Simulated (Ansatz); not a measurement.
Runs of Ansatz 0.2.0 on Ge. It takes space group Cmmm (No. 65, orthorhombic). The conventional cell has a = 2.794 Å, b = 5.201 Å, c = 2.698 Å, α = 90.00°, β = 90.00°, γ = 90.00°. Around Ge (site symmetry mmm) lie 8 Ge at 2.70 to 2.95 Å. This isn't the form of Ge at room conditions, which is diamond.

```csv
task,level,spin,cell,k mesh,points for each segment of the path,mesh quality,gap on the mesh (eV),pressure (GPa),relaxed volume (Å³/atom)
relaxation of cell and atoms,PBEsol+D3(BJ),off,relaxed,11 × 11 × 10,-,not flagged,none,0.0,17.69
projected density of states,PBEsol,off,as given,6 × 6 × 6,-,coarse,none,-4.1,-
projected density of states,LDA,off,as given,6 × 6 × 6,-,coarse,none,-5.7,-
projected density of states,PBE0,off,as given,6 × 6 × 6,-,coarse,none,-3.3,-
band structure,LDA,off,as given,11 × 11 × 10,14,not flagged,none,(a),-
relaxation of cell and atoms,LDA,off,relaxed,11 × 11 × 10,-,not flagged,none,0.0,17.97
band structure,LDA,"SOC, no magnetisation",as given,8 × 8 × 7,14,not flagged,none,-5.7,-
relaxation of cell and atoms,RPBE+D4,off,relaxed,11 × 11 × 10,-,not flagged,none,0.0,18.21
relaxation of cell and atoms,RPBE+D3(BJ),off,relaxed,11 × 11 × 10,-,not flagged,none,0.0,15.68
projected density of states,HSE06,off,as given,6 × 6 × 6,-,coarse,none,-3.1,-
relaxation of cell and atoms,PBEsol+D4,off,relaxed,11 × 11 × 10,-,not flagged,none,0.0,17.95
relaxation of cell and atoms,revPBE+D3(BJ),off,relaxed,11 × 11 × 10,-,not flagged,none,0.0,(b)
```

Alike in all rows: potentials or basis Ansatz PAW; cutoff (eV) 420; smearing fermi-dirac 0.05 eV.

Estimate the missing entries.

(a) -5.6; (b) 18.18.

Caveats: some runs use coarse meshes; the PAW data sets come from PBE, with cores solved anew for the run's functional, which leaves a small shift of forces and pressure; the plane-wave basis is chosen anew once the cell has moved, so the energies of steps on either side of that aren't comparable (some runs); pairwise dispersion overbinds metals, which lowers pressure and volume (some runs); the thresholds are loose for stress (some runs); the volume moved by over 15 % at a fixed basis, so the end points are rough (some runs).

A k mesh can miss the band edges, and rows without SOC leave out spin-orbit coupling on Ge.

A gap of «none» marks a metal or a gap under the smearing width.

Runs at the PBE level aren't shown here.
